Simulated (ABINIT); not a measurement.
# InP (F-43m) in ABINIT: notebook, part 2 of 2

ABINIT 10.8.3 (patched build).

**5. Band structure, HLE16**

Contents of run.abi:

```
# Datasets: ground state, then fixed potential
ndtset 2

# Pseudopotentials
pp_dirpath "./"
pseudos "In.GGA_PBE-JTH_sp.xml, P.GGA_PBE-JTH.xml"

# Structure
acell 3*1.0 Angstrom
rprim
     0.0000000000     2.9305000000     2.9305000000
     2.9305000000     0.0000000000     2.9305000000
     2.9305000000     2.9305000000     0.0000000000
ntypat 2
znucl 49 15
natom 2
typat 1 2
xcart
     0.0000000000     0.0000000000     0.0000000000
     4.3957500000     4.3957500000     4.3957500000 Angstrom

# Plane-wave basis
ecut 20.0
pawecutdg 40.0

# Exchange and correlation
ixc -545

# Bands and occupations
occopt 3
tsmear 0.05 eV

# SCF cycle
nstep 100

# Output
iomode 3
prtwf 0
prteig 0
prtebands 0
prtden1 1

# Dataset 1
kptopt1 1
ngkpt1 8 8 8
nshiftk1 1
shiftk1 0.0 0.0 0.0
nband1 8
tolvrs1 1.0e-9

# Dataset 2: bands along G-X-W-K-G-L-U-W-L-K
iscf2 -2
getden2 1
nband2 12
nbdbuf2 2
tolwfr2 1.0e-12
kptopt2 -9
ndivsm2 5
prteig2 1
kptbounds2
     0.0000000000     0.0000000000     0.0000000000
     0.5000000000     0.0000000000     0.5000000000
     0.5000000000     0.2500000000     0.7500000000
     0.3750000000     0.3750000000     0.7500000000
     0.0000000000     0.0000000000     0.0000000000
     0.5000000000     0.5000000000     0.5000000000
     0.6250000000     0.2500000000     0.6250000000
     0.5000000000     0.2500000000     0.7500000000
     0.5000000000     0.5000000000     0.5000000000
     0.3750000000     0.3750000000     0.7500000000
```

Potentials or basis: JTH PAW PBE v2.0 sp.

Launch:

```sh
$ abinit run.abi > log 2>&1
```

run.abo:

```text
.Version 10.8.3 of ABINIT
 DATASET    1 : space group F-4 3 m (#216); Bravais cF (face-center cubic)
================================================================================
 Values of the parameters that define the memory need for DATASET  1.
     intxc =       0    ionmov =       0      iscf =       7    lmnmax =      13
     lnmax =       5     mgfft =      32  mpssoang =       3    mqgrid =    3001
     natom =       2  nloc_mem =       2    nspden =       1   nspinor =       1
    nsppol =       1      nsym =      24    n1xccc =       1    ntypat =       2
    occopt =       3   xclevel =       2
       mpw =        1475          nfft =       32768          nkpt =          29
 PAW method is used; the additional fine FFT grid is defined by:
   mgfftf=        48    nfftf =    110592
================================================================================
================================================================================

 DATASET    2 : space group F-4 3 m (#216); Bravais cF (face-center cubic)
================================================================================
 Values of the parameters that define the memory need for DATASET  2.
     intxc =       0    ionmov =       0      iscf =      -2    lmnmax =      13
     lnmax =       5     mgfft =      32  mpssoang =       3    mqgrid =    3001
     natom =       2  nloc_mem =       2    nspden =       1   nspinor =       1
    nsppol =       1      nsym =      24    n1xccc =       1    ntypat =       2
    occopt =       3   xclevel =       2
       mpw =        1475          nfft =       32768          nkpt =          87
 PAW method is used; the additional fine FFT grid is defined by:
   mgfftf=        48    nfftf =    110592
================================================================================
================================================================================

--------------------------------------------------------------------------------
------------- Echo of variables that govern the present computation ------------
--------------------------------------------------------------------------------
 -outvars: echo values of preprocessed input variables --------
            acell      1.8897261259E+00  1.8897261259E+00  1.8897261259E+00 Bohr
              amu      1.14820000E+02  3.09737620E+01
             ecut      2.00000000E+01 Hartree
           getden1          0
           getden2          1
             iscf1          7
             iscf2         -2
                       outvar_i_n : Printing only first  50 k-points.
              ixc        -545
           jdtset        1    2
                       outvar_i_n : Printing only first  50 k-points.
           kptopt1          1
           kptopt2         -9
         kptrlatt        8    0    0      0    8    0      0    0    8
          kptrlen1     6.26535348E+01
          kptrlen2     3.00000000E+01
            natom           2
            nband1          8
            nband2         12
           nbdbuf1          0
           nbdbuf2          2
           ndtset           2
           ndivsm1          0
           ndivsm2          5
            ngfft          32      32      32
          ngfftdg          48      48      48
             nkpt1         29
             nkpt2         87
            nstep         100
             nsym          24
           ntypat           2
           occopt           3
        pawecutdg      4.00000000E+01 Hartree
         pawxcdev           0
        prtebands           0
           prteig1          0
           prteig2          1
[... 685 lines left out ...]
 Non-SCF case, kpt   86 (  0.38889  0.38889  0.72222), residuals and eigenvalues=
  5.25E-13  5.05E-13  7.95E-13  4.08E-13  5.47E-13  2.01E-13  2.87E-13  6.92E-13
  2.50E-13  2.30E-13  3.87E-08  4.06E-07
 -3.6482E-01 -2.1736E-01 -1.1971E-01 -7.8941E-02  9.5840E-02  1.6963E-01
  2.5371E-01  2.5709E-01  2.8693E-01  3.0661E-01  4.1268E-01  4.2467E-01
 Non-SCF case, kpt   87 (  0.37500  0.37500  0.75000), residuals and eigenvalues=
  2.63E-13  2.62E-13  4.17E-13  2.55E-13  7.31E-13  1.75E-13  7.46E-13  2.53E-13
  4.54E-13  9.79E-13  3.53E-07  3.30E-05
 -3.6328E-01 -2.1916E-01 -1.1896E-01 -8.1714E-02  9.4203E-02  1.5932E-01
  2.6465E-01  2.7042E-01  2.8406E-01  3.0964E-01  4.1102E-01  4.2706E-01

--- !ResultsGS
iteration_state: {dtset: 2, }
comment   : Summary of ground state results
lattice_vectors:
- [  0.0000000,   5.5378424,   5.5378424, ]
- [  5.5378424,   0.0000000,   5.5378424, ]
- [  5.5378424,   5.5378424,   0.0000000, ]
lattice_lengths: [   7.83169,    7.83169,    7.83169, ]
lattice_angles: [ 60.000,  60.000,  60.000, ] # degrees, (23, 13, 12)
lattice_volume:   3.3966576E+02
convergence: {deltae:  0.000E+00, res2:  0.000E+00, residm:  9.993E-13, diffor:  0.000E+00, }
etotal    :  -9.32332868E+00
entropy   :   0.00000000E+00
fermie    :  -4.02882054E-03
cartesian_stress_tensor: null
pressure_GPa: null
xred      :
- [  0.0000E+00,   0.0000E+00,   0.0000E+00, In]
- [  7.5000E-01,   7.5000E-01,   7.5000E-01,  P]
cartesian_forces: null
force_length_stats: {min: null, max: null, mean: null, }
...

 Integrated electronic density in atomic spheres:
 ------------------------------------------------
 Atom  Sphere_radius  Integrated_density
    1        2.90115          2.52394661
    2        1.60765          1.70461542

================================================================================

 ----iterations are completed or convergence reached----

 Mean square residual over all n,k,spin=   47.802E-14; max=  99.930E-14
 reduced coordinates (array xred) for    2 atoms
       0.000000000000      0.000000000000      0.000000000000
       0.750000000000      0.750000000000      0.750000000000

 cartesian coordinates (angstrom) at end:
    1      0.00000000000000     0.00000000000000     0.00000000000000
    2      4.39575000000000     4.39575000000000     4.39575000000000
 length scales=  1.889726125908  1.889726125908  1.889726125908 bohr
              =  1.000000000000  1.000000000000  1.000000000000 angstroms
 Eigenvalues (hartree) for nkpt=  87  k points:
 kpt#   1, nband= 12, wtk=  1.00000, kpt=  0.0000  0.0000  0.0000 (reduced coord)
  -0.43187   -0.02584   -0.02584   -0.02584    0.01508    0.14990    0.14990    0.14990
   0.28188    0.28188    0.37226    0.39142
 kpt#   2, nband= 12, wtk=  1.00000, kpt=  0.0357  0.0000  0.0357 (reduced coord)
  -0.43129   -0.03397   -0.02713   -0.02713    0.02295    0.14863    0.15185    0.15185
   0.27942    0.28244    0.37520    0.39185
 kpt#   3, nband= 12, wtk=  1.00000, kpt=  0.0714  0.0000  0.0714 (reduced coord)
  -0.42955   -0.05027   -0.03082   -0.03082    0.03831    0.14513    0.15752    0.15752
   0.27277    0.28412    0.38364    0.39309
 kpt#   4, nband= 12, wtk=  1.00000, kpt=  0.1071  0.0000  0.1071 (reduced coord)
  -0.42668   -0.06860   -0.03638   -0.03638    0.05460    0.14020    0.16637    0.16637
   0.26374    0.28691    0.39497    0.39522
 kpt#   5, nband= 12, wtk=  1.00000, kpt=  0.1429  0.0000  0.1429 (reduced coord)
  -0.42272   -0.08744   -0.04317   -0.04317    0.06937    0.13493    0.17777    0.17777
   0.25446    0.29081    0.39722    0.39734
 kpt#   6, nband= 12, wtk=  1.00000, kpt=  0.1786  0.0000  0.1786 (reduced coord)
  -0.41771   -0.10628   -0.05061   -0.05061    0.08071    0.13047    0.19110    0.19110
[... 230 lines left out ...]
  -0.37379   -0.21243   -0.10284   -0.06739    0.09420    0.17397    0.21062    0.24514
   0.31057    0.31682    0.40128    0.40375
 kpt#  84, nband= 12, wtk=  1.00000, kpt=  0.4167  0.4167  0.6667 (reduced coord)
  -0.37054   -0.21336   -0.11170   -0.07157    0.09713    0.17799    0.22475    0.24020
   0.30231    0.31177    0.40680    0.41250
 kpt#  85, nband= 12, wtk=  1.00000, kpt=  0.4028  0.4028  0.6944 (reduced coord)
  -0.36740   -0.21514   -0.11740   -0.07550    0.09716    0.17690    0.23958    0.24439
   0.29426    0.30802    0.41088    0.41953
 kpt#  86, nband= 12, wtk=  1.00000, kpt=  0.3889  0.3889  0.7222 (reduced coord)
  -0.36482   -0.21736   -0.11971   -0.07894    0.09584    0.16963    0.25371    0.25709
   0.28693    0.30661    0.41268    0.42467
 kpt#  87, nband= 12, wtk=  1.00000, kpt=  0.3750  0.3750  0.7500 (reduced coord)
  -0.36328   -0.21916   -0.11896   -0.08171    0.09420    0.15932    0.26465    0.27042
   0.28406    0.30964    0.41102    0.42706

== END DATASET(S) ==============================================================
================================================================================

 -outvars: echo values of variables after computation  --------
            acell      1.8897261259E+00  1.8897261259E+00  1.8897261259E+00 Bohr
           etotal1    -9.3233286790E+00
            fcart1     3.0389150490E-30 -1.5194575245E-30  0.0000000000E+00
                      -3.0389150490E-30  1.5194575245E-30  0.0000000000E+00
            rprim      0.0000000000E+00  2.9305000000E+00  2.9305000000E+00
                       2.9305000000E+00  0.0000000000E+00  2.9305000000E+00
                       2.9305000000E+00  2.9305000000E+00  0.0000000000E+00
           strten1     3.9530365991E-04  3.9530365991E-04  3.9530365991E-04
                       0.0000000000E+00  0.0000000000E+00  0.0000000000E+00
           xangst      0.0000000000E+00  0.0000000000E+00  0.0000000000E+00
                       4.3957500000E+00  4.3957500000E+00  4.3957500000E+00
             xred      0.0000000000E+00  0.0000000000E+00  0.0000000000E+00
                       7.5000000000E-01  7.5000000000E-01  7.5000000000E-01
 Calculation completed.
```

Run time: 45 s. Hardware: 1 thread of Arm Neoverse V1, shared host; peak memory 0.13 GiB.

What came out:

```
Free energy                                           : -253.7007 eV
Band gap on the k mesh                                : 1.11 eV, direct
Valence electrons inside the program's atomic spheres : In 2.52; P 1.70
```

Levels at the corners of the path, in eV from the valence-band top:
```csv
point,band 1,band 2,band 3,band 4,band 5,band 6,band 7,band 8
Γ,-11.05,0.00,0.00,0.00,1.11,4.78,4.78,4.78
X,-9.14,-5.39,-1.83,-1.83,2.92,3.19,9.52,9.52
W,-9.12,-5.28,-2.30,-2.17,4.47,5.24,6.34,6.98
K,-9.18,-5.26,-2.53,-1.52,3.27,5.04,7.90,8.06
Γ,-11.05,0.00,0.00,0.00,1.11,4.78,4.78,4.78
L,-9.72,-5.11,-0.76,-0.76,2.09,5.41,5.41,8.34
U,-9.18,-5.26,-2.53,-1.52,3.27,5.04,7.90,8.06
W,-9.12,-5.28,-2.30,-2.17,4.47,5.24,6.34,6.98
L,-9.72,-5.11,-0.76,-0.76,2.09,5.41,5.41,8.34
K,-9.18,-5.26,-2.53,-1.52,3.27,5.04,7.90,8.06
```

Caveat: the cutoff is too short for stress, so the log's stress isn't used; the potentials were made for a functional far from this one; the potentials were made for another functional, which shifts forces and pressure; spin-orbit coupling is left out, which moves the levels of the heavy elements; this set keeps more shells in the core, which shifts pressures and gaps.

**6. Band structure, AM05**

Edit run.abi of step 5 so:

```diff
@@ -1,5 +1,3 @@
-# Datasets: ground state, then fixed potential
 ndtset 2
 
-# Pseudopotentials
 pp_dirpath "./"
@@ -7,3 +5,2 @@
 
-# Structure
 acell 3*1.0 Angstrom
@@ -17,7 +14,6 @@
 typat 1 2
-xcart
+xred
      0.0000000000     0.0000000000     0.0000000000
-     4.3957500000     4.3957500000     4.3957500000 Angstrom
+     0.7500000000     0.7500000000     0.7500000000
 
-# Plane-wave basis
 ecut 20.0
@@ -25,6 +21,4 @@
 
-# Exchange and correlation
-ixc -545
+ixc -120135
 
-# Bands and occupations
 occopt 3
@@ -32,6 +26,4 @@
 
-# SCF cycle
 nstep 100
 
-# Output
 iomode 3
@@ -41,4 +33,6 @@
 prtden1 1
+prtvha1 1
+prtvclmb1 1
+prtpot1 1
 
-# Dataset 1
 kptopt1 1
@@ -50,3 +44,2 @@
 
-# Dataset 2: bands along G-X-W-K-G-L-U-W-L-K
 iscf2 -2
@@ -57,3 +50,3 @@
 kptopt2 -9
-ndivsm2 5
+ndivsm2 6
 prteig2 1
```

Potentials or basis: JTH PAW PBE v2.0 sp.

Launch:

```sh
$ abinit run.abi > log 2>&1
```

run.abo:

```text
.Version 10.8.3 of ABINIT
 DATASET    1 : space group F-4 3 m (#216); Bravais cF (face-center cubic)
================================================================================
 Values of the parameters that define the memory need for DATASET  1.
     intxc =       0    ionmov =       0      iscf =      17    lmnmax =      13
     lnmax =       5     mgfft =      32  mpssoang =       3    mqgrid =    3001
     natom =       2  nloc_mem =       2    nspden =       1   nspinor =       1
    nsppol =       1      nsym =      24    n1xccc =       1    ntypat =       2
    occopt =       3   xclevel =       2
       mpw =        1475          nfft =       32768          nkpt =          29
 PAW method is used; the additional fine FFT grid is defined by:
   mgfftf=        48    nfftf =    110592
================================================================================
================================================================================

 DATASET    2 : space group F-4 3 m (#216); Bravais cF (face-center cubic)
================================================================================
 Values of the parameters that define the memory need for DATASET  2.
     intxc =       0    ionmov =       0      iscf =      -2    lmnmax =      13
     lnmax =       5     mgfft =      32  mpssoang =       3    mqgrid =    3001
     natom =       2  nloc_mem =       2    nspden =       1   nspinor =       1
[... 882 lines left out ...]
  -0.34586    0.01696    0.05248    0.05248    0.14999    0.19921    0.24505    0.24505
   0.35874    0.41511    0.42527    0.49686
 kpt#   6, nband= 12, wtk=  1.00000, kpt=  0.1471  0.0000  0.1471 (reduced coord)
  -0.34207    0.00096    0.04482    0.04482    0.16311    0.19079    0.25683    0.25683
[... 278 lines left out ...]
  -0.28461   -0.13397   -0.03505    0.01409    0.17005    0.24496    0.29667    0.32077
   0.39828    0.43013    0.49733    0.53815
 kpt# 100, nband= 12, wtk=  1.00000, kpt=  0.4125  0.4125  0.6750 (reduced coord)
  -0.28126   -0.13335   -0.04472    0.00941    0.16745    0.25134    0.31102    0.31864
   0.38851    0.42604    0.51984    0.55033
 kpt# 101, nband= 12, wtk=  1.00000, kpt=  0.4000  0.4000  0.7000 (reduced coord)
  -0.27810   -0.13376   -0.05098    0.00512    0.16376    0.25087    0.32511    0.32525
   0.37965    0.42408    0.54024    0.56401
 kpt# 102, nband= 12, wtk=  1.00000, kpt=  0.3875  0.3875  0.7250 (reduced coord)
  -0.27553   -0.13506   -0.05348    0.00138    0.16011    0.24370    0.33817    0.33828
   0.37289    0.42517    0.54987    0.58542
 kpt# 103, nband= 12, wtk=  1.00000, kpt=  0.3750  0.3750  0.7500 (reduced coord)
  -0.27401   -0.13649   -0.05250   -0.00167    0.15704    0.23327    0.34835    0.34904
   0.37356    0.43043    0.54726    0.58282

== END DATASET(S) ==============================================================
================================================================================

 -outvars: echo values of variables after computation  --------
            acell      1.8897261259E+00  1.8897261259E+00  1.8897261259E+00 Bohr
           etotal1    -8.7207878139E+00
            fcart1    -3.2428035595E-47 -3.0389150490E-30  3.2428035595E-47
                       3.2428035595E-47  3.0389150490E-30 -3.2428035595E-47
            rprim      0.0000000000E+00  2.9305000000E+00  2.9305000000E+00
                       2.9305000000E+00  0.0000000000E+00  2.9305000000E+00
                       2.9305000000E+00  2.9305000000E+00  0.0000000000E+00
           strten1    -1.1768743648E-04 -1.1768743648E-04 -1.1768743648E-04
                       0.0000000000E+00  0.0000000000E+00  0.0000000000E+00
           xangst      0.0000000000E+00  0.0000000000E+00  0.0000000000E+00
                       4.3957500000E+00  4.3957500000E+00  4.3957500000E+00
             xred      0.0000000000E+00  0.0000000000E+00  0.0000000000E+00
                       7.5000000000E-01  7.5000000000E-01  7.5000000000E-01
 Calculation completed.
```

It took 39 s on 1 thread of Arm Neoverse V1, shared host; peak memory 0.13 GiB.

What came out:

- Free energy: -237.3047 eV
- Band gap on the k mesh: 0.81 eV, direct
- Valence electrons inside the program's atomic spheres: In 2.40; P 1.58

Levels at the corners of the path, in eV from the valence-band top:
| point | band 1 | band 2 | band 3 | band 4 | band 5 | band 6 | band 7 | band 8 |
| --- | --- | --- | --- | --- | --- | --- | --- | --- |
| Γ | -11.50 | 0.00 | 0.00 | 0.00 | 0.81 | 4.09 | 4.09 | 4.09 |
| X | -9.33 | -5.78 | -2.33 | -2.33 | 1.77 | 2.27 | 9.35 | 9.60 |
| W | -9.28 | -5.60 | -3.00 | -2.92 | 4.34 | 4.43 | 5.62 | 6.22 |
| K | -9.36 | -5.62 | -3.33 | -1.95 | 2.37 | 4.44 | 7.58 | 7.59 |
| Γ | -11.50 | 0.00 | 0.00 | 0.00 | 0.81 | 4.09 | 4.09 | 4.09 |
| L | -9.97 | -5.74 | -0.98 | -0.98 | 1.54 | 4.81 | 4.81 | 7.19 |
| U | -9.36 | -5.62 | -3.33 | -1.95 | 2.37 | 4.44 | 7.58 | 7.59 |
| W | -9.28 | -5.60 | -3.00 | -2.92 | 4.34 | 4.43 | 5.62 | 6.22 |
| L | -9.97 | -5.74 | -0.98 | -0.98 | 1.54 | 4.81 | 4.81 | 7.19 |
| K | -9.36 | -5.62 | -3.33 | -1.95 | 2.37 | 4.44 | 7.58 | 7.59 |

Caveat: the cutoff is too short for stress, so the log's stress isn't used; the PAW data sets were made with another functional, which shifts forces and pressure a little; spin-orbit coupling is left out, which moves the levels of the heavy elements; this set keeps more shells in the core, which shifts pressures and gaps.

**7. Summary**

```csv
task,level,potentials or basis,cutoff (eV),fine-grid cutoff,gap on the mesh (eV)
band structure,LDA,PseudoDojo NC SR LDA v0.4 stringent,1007,-,0.48
band structure,rPW86PBE,JTH PAW PBE v2.0,544,1088.46 eV,0.60
equation of state,PBEsol,JTH PAW PBE v2.0,408,816.342 eV,-
band structure,HLE16,JTH PAW PBE v2.0 sp,544,1088.46 eV,1.11
band structure,AM05,JTH PAW PBE v2.0 sp,544,1088.46 eV,0.81
```

Alike in all rows: no spin polarisation; cell as given; k mesh 8 × 8 × 8; smearing fermi-dirac 0.05 eV.

Caveats: spin-orbit coupling is left out, which moves the levels of the heavy elements (some runs); the PAW data sets were made with another functional, which shifts forces and pressure a little (some runs); this set keeps more shells in the core, which shifts pressures and gaps (some runs); pressures at fixed basis lie under the slope of the energies (some runs); the potentials were made for a functional far from this one (some runs); the potentials were made for another functional, which shifts forces and pressure (some runs).

Absolute energies hang on the potentials; compare differences alone.

**8. Comparison with measurements**

Step 2. Measured gap of InP: 1.4236 eV (direct; 1.6 K; a printed reference work, data compilation). This calculation gives 0.48 eV (-0.94 eV). Spin-orbit coupling on In is left out. The value is that of LDA, without temperature or zero-point motion. Semilocal functionals fall short of measured gaps as a rule.

Step 3. A measured gap of InP is 1.4236 eV (direct; 1.6 K; a printed reference work, data compilation); the calculated 0.60 eV misses it by -0.82 eV. Spin-orbit coupling on In is left out. The value is that of rPW86PBE, without temperature or zero-point motion.

Step 4. Measured bulk modulus of InP: 71 GPa (a printed reference work, data compilation). This calculation gives 66 GPa (-7.6 %). The fit is for a static lattice scaled at fixed shape and fixed fractional positions.

Step 6. Measured gap of InP: 1.4236 eV (direct; 1.6 K; a printed reference work, data compilation). This calculation gives 0.81 eV (-0.62 eV). Spin-orbit coupling on In is left out. The value is that of AM05, without temperature or zero-point motion. Semilocal functionals fall short of measured gaps as a rule.
